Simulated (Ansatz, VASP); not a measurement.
CdS in VASP and in Ansatz

```
Cd S
1.0
    -0.05886    2.91352    2.91352
     2.91352   -0.05886    2.91352
     2.91352    2.91352   -0.05886
Cd S
1 1
Cartesian
  0.0000 0.0000 0.0000
  4.3261 4.3261 4.3261
```

Change from the starting cell: equal xy, yz and zx shear strains of -2 %, crystal datasets.

Alike in both runs: task electric field gradients; functional PBEsol; k mesh 7 × 7 × 7; occupations fermi-dirac, width 0.02 eV; no spin polarisation.

|  | VASP | Ansatz |
| --- | --- | --- |
| version | VASP 6.6.1 | Ansatz 0.2.0 |
| potentials or method | VASP PAW PBE potentials, release 64 (Cd, S), cutoff 520 eV | all-electron PAW with datasets made for the crystal, scalar-relativistic |

Ansatz gave:

* gap on the k mesh at the Fermi level (eV): 0.90
* pressure (GPa): -1.7
* largest component of the traceless stress (GPa): 1.00
* rms of the force components (eV/Å): 0.121
* Vzz of the field gradient on the site that differs most (V/Å²): -20.3

Question: Estimate VASP's values.

Answer: gap on the k mesh at the Fermi level (eV): 0.90; pressure (GPa): -1.3; largest component of the traceless stress (GPa): 1.02; rms of the force components (eV/Å): 0.126; Vzz of the field gradient on the site that differs most (V/Å²): -22.7.

Atom by atom the forces differ by 0.005 eV/Å (rms over components). Ansatz ran all-electron here, so the differences hold the error of VASP's frozen core and of both bases. Ansatz warned: «gradients_without_spin_orbit».

Caveats: the PAW data sets were made with another functional, which shifts forces and pressure a little (VASP).
